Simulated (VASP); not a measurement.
Set up this calculation in VASP 6.6.1, as the native input.

```
Task                               : single point
Functional                         : PBE0
Potentials or basis                : VASP PAW PBE potentials, release 64 (In_d)
Cutoff                             : 450 eV
k mesh                             : 10 × 10 × 10
Occupations                        : methfessel-paxton, width 0.1 eV
Spin                               : no spin polarisation
Grid for exact exchange (PRECFOCK) : Fast
Exchange at q = 0                  : truncated
Further INCAR settings             : ALGO = Normal; EDIFF = 1e-06
```

In:

```
CELL_PARAMETERS angstrom
-1.66584 1.66584 2.48335
1.66584 -1.66584 2.48335
1.66584 1.66584 -2.48335
ATOMIC_POSITIONS crystal
In 0.00000 0.00000 0.00000
```

One way to write it, as run:

POSCAR

```
In                                      
1.0
   -1.6658415342      1.6658415342      2.4833466787
    1.6658415342     -1.6658415342      2.4833466787
    1.6658415342      1.6658415342     -2.4833466787
  In            
     1
Direct
     0.0000000000000000    0.0000000000000000    0.0000000000000000
```

INCAR.step1

```
SYSTEM = In
PREC = Accurate
ENCUT = 450
EDIFF = 1E-5
ISMEAR = 1
SIGMA = 0.1
LREAL = .False.
LASPH = .True.
NELM = 120
ALGO = Normal
ISIF = 2
LWAVE = .True.
KPAR = 4
GGA = PE
```

INCAR.step2

```
SYSTEM = In
PREC = Accurate
ENCUT = 450
EDIFF = 1E-6
ISMEAR = 1
SIGMA = 0.1
LREAL = .False.
LASPH = .True.
NELM = 120
ALGO = Normal
ISIF = 2
LWAVE = .False.
LCHARG = .False.
GGA = PE
LHFCALC = .True.
AEXX = 0.25
PRECFOCK = Fast
HFRCUT = -1
KPAR = 4
ISTART = 1
```

KPOINTS

```
regular mesh
0
Gamma
  10 10 10
  0 0 0
```

Potentials or basis: VASP PAW PBE potentials, release 64 (In_d).

Run with:

```sh
$ cat potpaw_PBE.64/In_d/POTCAR > POTCAR
$ cp INCAR.step1 INCAR
$ mpirun -np 4 vasp_std > vasp.out
$ cp INCAR.step2 INCAR
$ mpirun -np 4 vasp_std > vasp.out
```

It gave:

* Pressure: -1.6 GPa
* Band gap on the k mesh: none (metal or under the smearing width)

Caveat: the PAW data sets were made with another functional, which shifts forces and pressure a little.

Wall time 20 min on 4 MPI ranks on Intel(R) Xeon(R) 6975P-C (Granite Rapids), on a shared host, peak memory 0.19 GiB a rank.
